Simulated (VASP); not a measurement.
# Sr: single point with PBE

Sr, a slab with vacuum:

```xyz
3
Lattice="4.3100 0.0000 0.0000 -2.1550 3.7326 0.0000 0.0000 0.0000 22.0500" Properties=species:S:1:pos:R:3 pbc="T T T"
Sr    0.0000    2.4884    7.5000
Sr    2.1550    1.2442   11.0250
Sr    0.0000    2.4884   14.5500
```

The slab is cut from a database's or a generator's crystal, which needn't be the stable form of the element.

The cell isn't the ideal one: the (0 0 1) slab of Sr, cut from the database cell, not relaxed.

```
Program             : VASP 6.6.1
Task                : single point
Functional          : PBE
Potentials or basis : VASP PAW PBE potentials, release 64 (Sr_sv)
Cutoff              : 520 eV
k mesh              : 7 × 7 × 1
Occupations         : fermi-dirac, width 0.05 eV
Spin                : no spin polarisation
```

```yaml
Largest_force: 0.070 eV/Å
Band_gap_on_the_k_mesh: none (metal or under the smearing width)
Work_function_of_the_upper_face: 2.65 eV
Work_function_of_the_lower_face: 2.65 eV
```

Forces in eV/Å, atoms in the order of the input:
```
Sr   0.000  0.000  0.070
Sr   0.000  0.000  0.000
Sr   0.000  0.000 -0.070
```

Levels at points of the mesh, in eV from the Fermi level:
| k point | band 12 | band 13 | band 14 | band 15 | band 16 | band 17 | band 18 | band 19 |
| --- | --- | --- | --- | --- | --- | --- | --- | --- |
| (0.00, 0.00, 0.00) | -18.63 | -3.45 | -2.78 | -1.80 | 0.00 | 0.40 | 0.97 | 1.73 |

Run time: 76 s on 1 thread of Intel(R) Xeon(R) Platinum 8488C (Sapphire Rapids), on a shared host, peak memory 0.41 GiB.
